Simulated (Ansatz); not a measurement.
`CCC=O` + HCl → `O=CCCl` + CH₄  (substitution at a C–C bond)

Program: Ansatz. Geometries: PBE0-D4/def2-TZVP. ΔE: electronic, gas phase. CBS: MP2 limit from def2 TZ/QZ plus the TZ coupled-cluster correction, frozen cores. This one scheme is used for every species. Functionals use def2-TZVPP. Each species was taken in one conformer, which may not be the lowest.

| level | ΔE (eV) |
| --- | --- |
| BLYP-D4 | 0.16 |
| B2PLYP | 0.21 |

What does CCSD(T)/CBS give? (Best estimate.)

Computed: +0.25 eV. The listed levels differ from it by -0.09, -0.04 eV.

Largest T1 diagnostic among the species: 0.013.

From PBE to PBE0 (25 % exact exchange), in def2-TZVPP and without D4, ΔE moves by +0.04 eV. Leaving LDA and LC-ωPBE aside and taking each functional with its dispersion term where it has one, the values, not all of them listed here, spread over 0.10 eV, from BLYP-D4 to PBE-QIDH. LDA lies +0.08 eV from PBE without D4. At CCSD(T), def2-SVP lies +0.09 eV from the extrapolated value and def2-TZVPP +0.02 eV.

CCSD(T)/CBS has its own doubt, a few kJ/mol and more with outer-core shells, so smaller differences from it don't rank the levels.
